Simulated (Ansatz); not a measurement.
# Bands of Rh

```
Rh
1.0
     0.00000    2.75683    2.75683
     2.75683    0.00000    2.75683
     2.75683    2.75683    0.00000
Rh
2
Direct
  0.00000 0.00000 0.00000
  0.25000 0.25000 0.25000
```

Atom numbers follow the list: Rh1, Rh2.

Conventional cell: a = 5.514 Å, b = 5.514 Å, c = 5.514 Å, α = 90.00°, β = 90.00°, γ = 90.00°. Around Rh (atom 1) lie 4 Rh at 2.39 Å.

The cell was built from the diamond type and relaxed in the same program, and has space group Fd-3m; it needn't be a known or the stable phase.

Theory: DFT, PBE, all-electron LAPW, scalar-relativistic in Ansatz 0.2.0.

The runs use a Γ-centred 11×11×11 k mesh, Fermi–Dirac smearing of 0.08 eV, basis error target 1 meV/atom, no spin polarisation.

Points in fractions of the reciprocal vectors of this cell: Γ (0, 0, 0), X (0.5, 0, 0.5), U (0.625, 0.25, 0.625), K (0.375, 0.375, 0.75), L (0.5, 0.5, 0.5), W (0.5, 0.25, 0.75). The path joins them by straight lines in the order Γ–X–U–K–Γ–L–W–X; legs that retrace an earlier one aren't tabulated. Energies are in eV from the Fermi level.

Question: Metal or insulator at this level of theory?

Answer: No gap opens: metallic or semimetallic.

Question: Tabulate bands 31 to 36, counted from the lowest band of the run, along the path.

Answer: 
```json
{"k (1/Å)": "0.00", "point": "Γ", "band 31": "-1.42", "band 32": "-1.42", "band 33": "-1.42", "band 34": "0.36", "band 35": "0.36", "band 36": "12.50"}
{"k (1/Å)": "0.28", "point": "", "band 31": "-1.93", "band 32": "-1.28", "band 33": "-1.28", "band 34": "0.16", "band 35": "0.50", "band 36": "10.29"}
{"k (1/Å)": "0.57", "point": "", "band 31": "-2.85", "band 32": "-0.83", "band 33": "-0.83", "band 34": "-0.40", "band 35": "0.64", "band 36": "7.69"}
{"k (1/Å)": "0.85", "point": "", "band 31": "-2.34", "band 32": "-1.20", "band 33": "-0.13", "band 34": "-0.13", "band 35": "0.94", "band 36": "5.06"}
{"k (1/Å)": "1.14", "point": "X", "band 31": "-2.09", "band 32": "-2.09", "band 33": "0.30", "band 34": "0.30", "band 35": "2.30", "band 36": "2.30"}
{"k (1/Å)": "1.24", "point": "", "band 31": "-2.12", "band 32": "-2.10", "band 33": "0.31", "band 34": "0.34", "band 35": "2.29", "band 36": "2.34"}
{"k (1/Å)": "1.34", "point": "", "band 31": "-2.14", "band 32": "-2.10", "band 33": "0.34", "band 34": "0.45", "band 35": "2.27", "band 36": "2.43"}
{"k (1/Å)": "1.44", "point": "", "band 31": "-2.11", "band 32": "-2.07", "band 33": "0.38", "band 34": "0.57", "band 35": "2.29", "band 36": "2.51"}
{"k (1/Å)": "1.54", "point": "U", "band 31": "-2.11", "band 32": "-1.96", "band 33": "0.43", "band 34": "0.62", "band 35": "1.96", "band 36": "2.43"}
{"k (1/Å)": "1.72", "point": "", "band 31": "-2.11", "band 32": "-1.87", "band 33": "0.48", "band 34": "0.59", "band 35": "1.75", "band 36": "2.21"}
{"k (1/Å)": "1.89", "point": "", "band 31": "-2.12", "band 32": "-1.83", "band 33": "0.52", "band 34": "0.55", "band 35": "1.84", "band 36": "1.95"}
{"k (1/Å)": "2.07", "point": "", "band 31": "-2.11", "band 32": "-1.87", "band 33": "0.48", "band 34": "0.59", "band 35": "1.75", "band 36": "2.21"}
{"k (1/Å)": "2.24", "point": "K", "band 31": "-2.11", "band 32": "-1.96", "band 33": "0.43", "band 34": "0.62", "band 35": "1.96", "band 36": "2.43"}
{"k (1/Å)": "2.54", "point": "", "band 31": "-2.05", "band 32": "-1.43", "band 33": "-0.26", "band 34": "0.09", "band 35": "0.57", "band 36": "3.91"}
{"k (1/Å)": "2.84", "point": "", "band 31": "-1.88", "band 32": "-1.85", "band 33": "-0.72", "band 34": "-0.21", "band 35": "0.58", "band 36": "6.45"}
{"k (1/Å)": "3.15", "point": "", "band 31": "-1.70", "band 32": "-1.57", "band 33": "-1.26", "band 34": "0.23", "band 35": "0.45", "band 36": "9.55"}
{"k (1/Å)": "3.45", "point": "Γ", "band 31": "-1.42", "band 32": "-1.42", "band 33": "-1.42", "band 34": "0.36", "band 35": "0.36", "band 36": "12.50"}
{"k (1/Å)": "3.70", "point": "", "band 31": "-1.57", "band 32": "-1.45", "band 33": "-1.45", "band 34": "0.35", "band 35": "0.35", "band 36": "9.61"}
{"k (1/Å)": "3.94", "point": "", "band 31": "-1.82", "band 32": "-1.40", "band 33": "-1.40", "band 34": "0.31", "band 35": "0.31", "band 36": "6.37"}
{"k (1/Å)": "4.19", "point": "", "band 31": "-1.50", "band 32": "-1.12", "band 33": "-1.12", "band 34": "0.17", "band 35": "0.17", "band 36": "3.48"}
{"k (1/Å)": "4.44", "point": "L", "band 31": "-0.91", "band 32": "-0.91", "band 33": "-0.67", "band 34": "0.05", "band 35": "0.05", "band 36": "1.83"}
{"k (1/Å)": "4.64", "point": "", "band 31": "-1.27", "band 32": "-1.10", "band 33": "-0.23", "band 34": "0.13", "band 35": "0.18", "band 36": "1.81"}
{"k (1/Å)": "4.84", "point": "", "band 31": "-1.71", "band 32": "-1.48", "band 33": "0.26", "band 34": "0.31", "band 35": "0.73", "band 36": "1.79"}
{"k (1/Å)": "5.04", "point": "", "band 31": "-2.12", "band 32": "-1.83", "band 33": "0.52", "band 34": "0.55", "band 35": "1.84", "band 36": "1.95"}
{"k (1/Å)": "5.24", "point": "W", "band 31": "-2.13", "band 32": "-2.13", "band 33": "0.64", "band 34": "0.64", "band 35": "2.62", "band 36": "2.62"}
{"k (1/Å)": "5.38", "point": "", "band 31": "-2.13", "band 32": "-2.13", "band 33": "0.59", "band 34": "0.59", "band 35": "2.53", "band 36": "2.53"}
{"k (1/Å)": "5.53", "point": "", "band 31": "-2.12", "band 32": "-2.12", "band 33": "0.47", "band 34": "0.47", "band 35": "2.40", "band 36": "2.40"}
{"k (1/Å)": "5.67", "point": "", "band 31": "-2.11", "band 32": "-2.11", "band 33": "0.35", "band 34": "0.35", "band 35": "2.33", "band 36": "2.33"}
{"k (1/Å)": "5.81", "point": "X", "band 31": "-2.09", "band 32": "-2.09", "band 33": "0.30", "band 34": "0.30", "band 35": "2.30", "band 36": "2.30"}
```
